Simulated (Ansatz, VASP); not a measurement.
**Two plane-wave programs on PbS (Galena)**

```
Pb S
1.0
     0.00000    2.96575    2.96575
     2.96575    0.00000    2.96575
     2.96575    2.96575    0.00000
Pb S
1 1
Direct
  0.00000 0.00000 0.00000
  0.50000 0.50000 0.50000
```

Alike in both runs: functional PBEsol; k mesh 8 × 8 × 8; occupations gaussian, width 0.05 eV; no spin polarisation.

|  | VASP | Ansatz |
| --- | --- | --- |
| version | VASP 6.6.1 | Ansatz 0.2.0 |
| potentials or method | VASP PAW PBE potentials, release 64 (Pb, S) | Ansatz PAW |
| plane-wave cutoff (eV) | 500 | 420 |
| valence electrons in the cell | 10 | 20 |
| task | single point | band structure |

```tsv
	VASP	Ansatz	Ansatz less VASP
gap on the k mesh at the Fermi level (eV)	0.25	0.25	0.000
least direct gap on the mesh (eV)	0.25	0.25	0.000
pressure (GPa)	-1.1	-0.8	+0.24
```

The functional is the same, so the differences come from potentials, cutoffs and numerics. The two sets of potentials don't hold the same shells in valence.

Caveats: spin-orbit coupling is left out, which as a rule narrows the gap of such compounds by several tenths of an eV; the PAW data sets were made with another functional, which shifts forces and pressure a little (VASP); the PAW data sets come from PBE, with cores solved anew for the run's functional, which leaves a small shift of forces and pressure (Ansatz). A k mesh can miss the band edges.
